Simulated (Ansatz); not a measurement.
Crystal: Mg.

```
Mg
1.0
    -1.77276    1.77276    1.77276
     1.77276   -1.77276    1.77276
     1.77276    1.77276   -1.77276
Mg
1
Direct
  0.00000 0.00000 0.00000
```

This isn't the form of Mg at room conditions, which is hcp.

Base run:

| Quantity | Value |
| --- | --- |
| Program | Ansatz 0.2.0 |
| Functional | PBE |
| Potentials or basis | Ansatz PAW |
| Cutoff | 420 eV (not typed: the program's choice for these potentials) |
| k mesh | 11 × 11 × 11 |
| Occupations | fermi-dirac, width 0.05 eV |
| Spin | no spin polarisation |

Its results: band gap on the k mesh none (metal or under the smearing width); pressure 0.9 GPa.

Question: The run is repeated on the same cell with these changes: functional from PBE to r2SCAN; cutoff from 420 eV (not typed: the program's choice for these potentials) to 500 eV (not typed: the program's choice for these potentials); occupations from fermi-dirac, width 0.05 eV to gaussian, width 0.1 eV. What comes out?

Answer: Band gap on the k mesh none (metal or under the smearing width); pressure 0.4 GPa.

Caveats: the PAW data sets come from PBE, with cores solved anew for the run's functional, which leaves a small shift of forces and pressure (some runs).
